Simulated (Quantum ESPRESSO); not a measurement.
# WS2 in Quantum ESPRESSO: settings compared

The runs below take WS2 through dielectric tensor, with LDA, PBEsol, WC.

Everything below comes from runs of Quantum ESPRESSO 7.5. Logs are shortened: lines on timing, memory, paths and dates and some standing lists are left out, and cuts for length are marked.

### Step 1. The slab as given

The cell holds a slab with vacuum, 3 atoms: a = 3.184 Å, b = 3.184 Å, c = 16.951 Å, α = 90.00°, β = 90.00°, γ = 120.00°.

### Step 2. Dielectric tensor, LDA

The input, pw.in:

```
&CONTROL
  calculation = 'scf'
  prefix = 'pwscf'
  outdir = './tmp'
  pseudo_dir = './pseudo'
  tprnfor = .true.
  tstress = .true.
  disk_io = 'low'
/
&SYSTEM
  ibrav = 0
  celldm(1) = 8
  nat = 3
  ntyp = 2
  ecutwfc = 70
  nbnd = 20
  occupations = 'smearing'
  smearing = 'fd'
  degauss = 0.00367493
/
&ELECTRONS
  conv_thr = 6d-10
  electron_maxstep = 120
  mixing_beta = 0.5
/
ATOMIC_SPECIES
W    183.8400 W.upf
S     32.0600 S.upf
CELL_PARAMETERS alat
  0.7519967530744   0.0000000000000   0.0000000000000
 -0.3759983765372   0.6512482917101   0.0000000000000
  0.0000000000000   0.0000000000000   4.0039937332796
ATOMIC_POSITIONS crystal
W      0.0000000000    0.0000000000    0.0000000000
S      0.3333333333    0.6666666667    0.0920005100
S      0.3333333333    0.6666666667    0.9079994900
K_POINTS automatic
8 8 2 0 0 1
```

The input, gamma.in:

```
&CONTROL
  calculation = 'bands'
  prefix = 'pwscf'
  outdir = './tmp'
  pseudo_dir = './pseudo'
  disk_io = 'low'
  verbosity = 'high'
/
&SYSTEM
  ibrav = 0
  celldm(1) = 8
  nat = 3
  ntyp = 2
  ecutwfc = 70
  nbnd = 20
  occupations = 'smearing'
  smearing = 'fd'
  degauss = 0.00367493
/
&ELECTRONS
  conv_thr = 1d-08
  electron_maxstep = 120
  mixing_beta = 0.5
  diago_full_acc = .true.
  startingwfc = 'random'
/
ATOMIC_SPECIES
W    183.8400 W.upf
S     32.0600 S.upf
CELL_PARAMETERS alat
  0.7519967530744   0.0000000000000   0.0000000000000
 -0.3759983765372   0.6512482917101   0.0000000000000
  0.0000000000000   0.0000000000000   4.0039937332796
ATOMIC_POSITIONS crystal
W      0.0000000000    0.0000000000    0.0000000000
S      0.3333333333    0.6666666667    0.0920005100
S      0.3333333333    0.6666666667    0.9079994900
K_POINTS crystal
1
0.0 0.0 0.0 1
```

The input, scf2.in:

```
&CONTROL
  calculation = 'scf'
  prefix = 'pwscf'
  outdir = './tmp'
  pseudo_dir = './pseudo'
  tprnfor = .true.
  tstress = .true.
  disk_io = 'low'
/
&SYSTEM
  ibrav = 0
  celldm(1) = 8
  nat = 3
  ntyp = 2
  ecutwfc = 70
  nbnd = 20
  occupations = 'fixed'
/
&ELECTRONS
  conv_thr = 1d-13
  electron_maxstep = 120
  mixing_beta = 0.5
  startingpot = 'file'
/
ATOMIC_SPECIES
W    183.8400 W.upf
S     32.0600 S.upf
CELL_PARAMETERS alat
  0.7519967530744   0.0000000000000   0.0000000000000
 -0.3759983765372   0.6512482917101   0.0000000000000
  0.0000000000000   0.0000000000000   4.0039937332796
ATOMIC_POSITIONS crystal
W      0.0000000000    0.0000000000    0.0000000000
S      0.3333333333    0.6666666667    0.0920005100
S      0.3333333333    0.6666666667    0.9079994900
K_POINTS automatic
8 8 2 0 0 1
```

The input, ph.in:

```
dielectric of WS2
&INPUTPH
  prefix = 'pwscf'
  outdir = './tmp'
  tr2_ph = 1d-18
  fildyn = 'dyn'
  niter_ph = 90
  alpha_mix(1) = 0.7
  epsil = .true.
  trans = .false.
  zeu = .true.
/
0.0000000000 0.0000000000 0.0000000000
```

Potentials or basis: PseudoDojo 0.4.1 SR LDA standard.

Run with:

```bash
$ OMP_NUM_THREADS=1 pw.x -in pw.in > pw.out
$ OMP_NUM_THREADS=1 pw.x -in gamma.in > gamma.out
$ OMP_NUM_THREADS=1 pw.x -in scf2.in > scf2.out
$ OMP_NUM_THREADS=1 ph.x -in ph.in > ph.out
```

pw.out:

```text
This program is part of the open-source Quantum ESPRESSO suite
     for quantum simulation of materials; please cite
[... 9 lines left out ...]
     --------------------
     sticks:   dense  smooth     PW     G-vecs:    dense   smooth      PW
     Sum         691     691    199                79173    79173   12507

     Using Slab Decomposition

     bravais-lattice index     =            0
     lattice parameter (alat)  =       8.0000  a.u.
     unit-cell volume          =    1003.9820 (a.u.)^3
     number of atoms/cell      =            3
     number of atomic types    =            2
     number of electrons       =        26.00
     number of Kohn-Sham states=           20
     kinetic-energy cutoff     =      70.0000  Ry
     charge density cutoff     =     280.0000  Ry
     scf convergence threshold =      6.0E-10
     mixing beta               =       0.5000
     number of iterations used =            8  plain     mixing
     Exchange-correlation= SLA  PW   NOGX NOGC
                           (   1   4   0   0   0   0   0)

     celldm(1)=   8.000000  celldm(2)=   0.000000  celldm(3)=   0.000000
     celldm(4)=   0.000000  celldm(5)=   0.000000  celldm(6)=   0.000000

     crystal axes: (cart. coord. in units of alat)
               a(1) = (   0.751997   0.000000   0.000000 )
               a(2) = (  -0.375998   0.651248   0.000000 )
               a(3) = (   0.000000   0.000000   4.003994 )

     reciprocal axes: (cart. coord. in units 2 pi/alat)
               b(1) = (  1.329793  0.767756 -0.000000 )
               b(2) = (  0.000000  1.535513  0.000000 )
               b(3) = (  0.000000 -0.000000  0.249751 )

     PseudoPot. # 1 for W  read from file:
     W.upf
     Pseudo is Norm-conserving + core correction, Zval = 14.0
     Generated using ONCVPSP code by D. R. Hamann
     Using radial grid of 1380 points,  8 beta functions with:
                l(1) =   0
                l(2) =   0
                l(3) =   1
                l(4) =   1
                l(5) =   2
                l(6) =   2
                l(7) =   3
                l(8) =   3

     PseudoPot. # 2 for S  read from file:
     S.upf
     Pseudo is Norm-conserving + core correction, Zval =  6.0
     Generated using ONCVPSP code by D. R. Hamann
     Using radial grid of 1132 points,  6 beta functions with:
                l(1) =   0
                l(2) =   0
                l(3) =   1
                l(4) =   1
                l(5) =   2
                l(6) =   2

     atomic species   valence    mass     pseudopotential
     W                14.00   183.84000     W ( 1.00)
     S                 6.00    32.06000     S ( 1.00)

     12 Sym. Ops. (no inversion) found

   Cartesian axes

     site n.     atom                  positions (alat units)
         1        W      tau(   1) = (   0.0000000   0.0000000   0.0000000  )
         2        S      tau(   2) = (  -0.0000000   0.4341655   0.3683695  )
         3        S      tau(   3) = (  -0.0000000   0.4341655   3.6356243  )

     number of k points=    10  Fermi-Dirac smearing, width (Ry)=  0.0037
                       cart. coord. in units 2pi/alat
        k(    1) = (   0.0000000   0.0000000   0.0624377), wk =   0.0312500
        k(    2) = (   0.0000000   0.1919391   0.0624377), wk =   0.1875000
        k(    3) = (   0.0000000   0.3838782   0.0624377), wk =   0.1875000
        k(    4) = (   0.0000000   0.5758172   0.0624377), wk =   0.1875000
        k(    5) = (   0.0000000  -0.7677563   0.0624377), wk =   0.0937500
        k(    6) = (   0.1662241   0.2879086   0.0624377), wk =   0.1875000
        k(    7) = (   0.1662241   0.4798477   0.0624377), wk =   0.3750000
        k(    8) = (   0.1662241   0.6717868   0.0624377), wk =   0.3750000
        k(    9) = (   0.3324482   0.5758172   0.0624377), wk =   0.1875000
        k(   10) = (   0.3324482   0.7677563   0.0624377), wk =   0.1875000

     Dense  grid:    79173 G-vectors     FFT dimensions: (  36,  36, 180)

     Initial potential from superposition of free atoms

     starting charge      25.9995, renormalised to      26.0000

     negative rho (up, down):  1.448E-05 0.000E+00
     Starting wfcs are   18 randomized atomic wfcs +    2 random wfcs

     Self-consistent Calculation

     iteration #  1     ecut=    70.00 Ry     beta= 0.50
     Davidson diagonalization with overlap
     ethr =  1.00E-02,  avg # of iterations =  6.1

     Threshold (ethr) on eigenvalues was too large:
     Diagonalizing with lowered threshold

     Davidson diagonalization with overlap
     ethr =  3.03E-04,  avg # of iterations =  4.8

     negative rho (up, down):  5.513E-06 0.000E+00

     total energy              =    -196.26036659 Ry
     estimated scf accuracy    <       0.08896391 Ry

     iteration #  2     ecut=    70.00 Ry     beta= 0.50
     Davidson diagonalization with overlap
     ethr =  3.42E-04,  avg # of iterations =  2.8

     negative rho (up, down):  2.324E-06 0.000E+00

     total energy              =    -196.27256419 Ry
     estimated scf accuracy    <       0.01223610 Ry

     iteration #  3     ecut=    70.00 Ry     beta= 0.50
     Davidson diagonalization with overlap
     ethr =  4.71E-05,  avg # of iterations =  6.1

     negative rho (up, down):  1.338E-06 0.000E+00

     total energy              =    -196.27326790 Ry
     estimated scf accuracy    <       0.01859546 Ry

     iteration #  4     ecut=    70.00 Ry     beta= 0.50
     Davidson diagonalization with overlap
     ethr =  4.71E-05,  avg # of iterations =  2.1

     negative rho (up, down):  5.820E-08 0.000E+00

     total energy              =    -196.27601943 Ry
     estimated scf accuracy    <       0.00071784 Ry

     iteration #  5     ecut=    70.00 Ry     beta= 0.50
     Davidson diagonalization with overlap
     ethr =  2.76E-06,  avg # of iterations =  5.6

     total energy              =    -196.27607670 Ry
     estimated scf accuracy    <       0.00003374 Ry

     iteration #  6     ecut=    70.00 Ry     beta= 0.50
     Davidson diagonalization with overlap
     ethr =  1.30E-07,  avg # of iterations =  3.4

     total energy              =    -196.27608715 Ry
     estimated scf accuracy    <       0.00000159 Ry

     iteration #  7     ecut=    70.00 Ry     beta= 0.50
     Davidson diagonalization with overlap
     ethr =  6.12E-09,  avg # of iterations =  3.5

     total energy              =    -196.27608760 Ry
     estimated scf accuracy    <       0.00000025 Ry

     iteration #  8     ecut=    70.00 Ry     beta= 0.50
     Davidson diagonalization with overlap
     ethr =  9.55E-10,  avg # of iterations =  2.2

     total energy              =    -196.27608765 Ry
     estimated scf accuracy    <       0.00000001 Ry

     iteration #  9     ecut=    70.00 Ry     beta= 0.50
     Davidson diagonalization with overlap
     ethr =  4.06E-11,  avg # of iterations =  3.4

     End of self-consistent calculation

          k = 0.0000 0.0000 0.0624 (  9811 PWs)   bands (ev):

   -73.9509 -38.1855 -38.0253 -38.0253 -14.6679 -12.9810  -6.2846  -2.8509
    -2.8509  -2.0125  -1.6033  -1.6033   0.0274   2.9214   2.9214   3.1209
     3.1209   5.0331   5.6107   5.8651

          k = 0.0000 0.1919 0.0624 (  9859 PWs)   bands (ev):

   -73.9485 -38.1765 -38.0754 -38.0370 -14.4124 -12.8900  -5.9858  -3.4588
    -2.7798  -2.6009  -1.9747  -1.2784  -0.1304   2.5983   2.7659   2.9046
     3.3670   5.7141   5.9549   6.5431

          k = 0.0000 0.3839 0.0624 (  9913 PWs)   bands (ev):

   -73.9426 -38.1945 -38.1547 -38.0650 -13.7357 -12.6514  -5.4306  -4.4412
    -3.8093  -2.6640  -1.9894  -1.5347  -0.8053   2.3635   2.5974   3.1605
     4.1506   6.5145   6.7657   7.5667

          k = 0.0000 0.5758 0.0624 (  9927 PWs)   bands (ev):

   -73.9367 -38.3112 -38.1329 -38.0928 -12.9279 -12.3789  -6.0099  -4.7060
    -4.3477  -3.1962  -1.8932  -1.4131  -1.1407   2.6533   2.8218   3.8310
     4.6482   6.1905   7.4443   7.5137

          k = 0.0000-0.7678 0.0624 (  9950 PWs)   bands (ev):

   -73.9343 -38.3588 -38.1238 -38.1043 -12.5283 -12.2529  -6.4420  -5.0748
    -4.3490  -3.3882  -2.0102  -1.2086  -0.8516   2.8420   3.3056   4.0468
     4.7900   5.0335   7.5909   7.8922

          k = 0.1662 0.2879 0.0624 (  9913 PWs)   bands (ev):

   -73.9443 -38.1611 -38.1544 -38.0624 -13.9446 -12.7236  -5.4930  -4.2363
    -3.3737  -2.8573  -2.2598  -1.1454  -0.5459   2.2154   2.6981   2.7578
     4.1028   6.3719   6.5485   7.5883

          k = 0.1662 0.4798 0.0624 (  9942 PWs)   bands (ev):

   -73.9384 -38.2601 -38.1393 -38.1024 -13.1876 -12.4575  -5.5150  -4.4098
    -4.3670  -3.3899  -2.2341  -1.4744  -0.8769   2.1992   2.9167   3.2766
     4.7217   7.2085   7.4763   7.5688

          k = 0.1662 0.6718 0.0624 (  9962 PWs)   bands (ev):

   -73.9343 -38.3331 -38.1311 -38.1238 -12.5438 -12.2397  -6.1134  -5.1537
    -4.2511  -3.4151  -2.2721  -1.9226  -0.5993   2.6801   3.2623   3.9503
     4.6394   5.8017   8.2153   8.3434

          k = 0.3324 0.5758 0.0624 (  9950 PWs)   bands (ev):

   -73.9343 -38.2975 -38.1677 -38.1238 -12.5590 -12.2264  -5.6696  -5.2256
    -4.0519  -3.4672  -3.2567  -1.7933  -0.5745   2.4675   3.2756   3.4360
     5.1318   6.8464   8.0463   8.5055

          k = 0.3324 0.7678 0.0624 (  9958 PWs)   bands (ev):

   -73.9325 -38.3013 -38.2064 -38.1174 -12.2669 -12.1157  -5.6296  -5.6104
    -4.2283  -3.5601  -3.2568  -2.1486  -0.1576   2.0752   3.4777   3.9011
     5.3329   6.2211   7.6940   9.1693

     the Fermi energy is     1.0026 ev

!    total energy              =    -196.27608766 Ry
     estimated scf accuracy    <          7.2E-11 Ry
     smearing contrib. (-TS)   =      -0.00000000 Ry
     internal energy E=F+TS    =    -196.27608766 Ry

     The total energy is F=E-TS. E is the sum of the following terms:
     one-electron contribution =    -865.05187399 Ry
     hartree contribution      =     432.70434837 Ry
     xc contribution           =     -45.64070066 Ry
     ewald contribution        =     281.71213863 Ry

     convergence has been achieved in   9 iterations

     Forces acting on atoms (cartesian axes, Ry/au):

     atom    1 type  1   force =    -0.00000000   -0.00000000    0.00000000
     atom    2 type  2   force =    -0.00000000   -0.00000000   -0.01688599
     atom    3 type  2   force =    -0.00000000   -0.00000000    0.01688599

     Total force =     0.023880     Total SCF correction =     0.000011

     Computing stress (Cartesian axis) and pressure

          total   stress  (Ry/bohr**3)                   (kbar)     P=      -21.94
  -0.00017356   0.00000000   0.00000000          -25.53        0.00        0.00
   0.00000000  -0.00017356   0.00000000            0.00      -25.53        0.00
  -0.00000000  -0.00000000  -0.00010025           -0.00       -0.00      -14.75

=------------------------------------------------------------------------------=
   JOB DONE.
=------------------------------------------------------------------------------=
```

Wall time 21 min (1 thread of Intel Xeon at 2.50GHz (Skylake/Cascade Lake), shared host); peak memory 0.21 GiB.

What came out:

| Property | Result |
| --- | --- |
| Free energy | -2670.4722 eV |
| Largest force | 0.434 eV/Å |
| Electronic dielectric tensor (diagonal) | 5.67, 5.67, 1.43 |
| Born charges (mean of the diagonal) | W -0.43; S +0.21 e |

Forces in eV/Å, atoms in the order of the input:
```
W    0.000  0.000  0.000
S    0.000  0.000 -0.434
S    0.000  0.000  0.434
```

Stress tensor (GPa, compression positive):
```
-2.55  0.00  0.00
 0.00 -2.55  0.00
 0.00  0.00 -1.48
```

Electronic dielectric tensor:
```
5.67 0.00 0.00
0.00 5.67 0.00
0.00 0.00 1.43
```

Born effective charge tensors (e):
atom 1, W
```
-0.60  0.00  0.00
 0.00 -0.60  0.00
 0.00  0.00 -0.09
```
atom 2, S
```
0.30 0.00 0.00
0.00 0.30 0.00
0.00 0.00 0.04
```
atom 3, S
```
0.30 0.00 0.00
0.00 0.30 0.00
0.00 0.00 0.04
```

The run has no spin-orbit coupling, so splittings on W are missing.

(Part 1 of 4 ends here.)
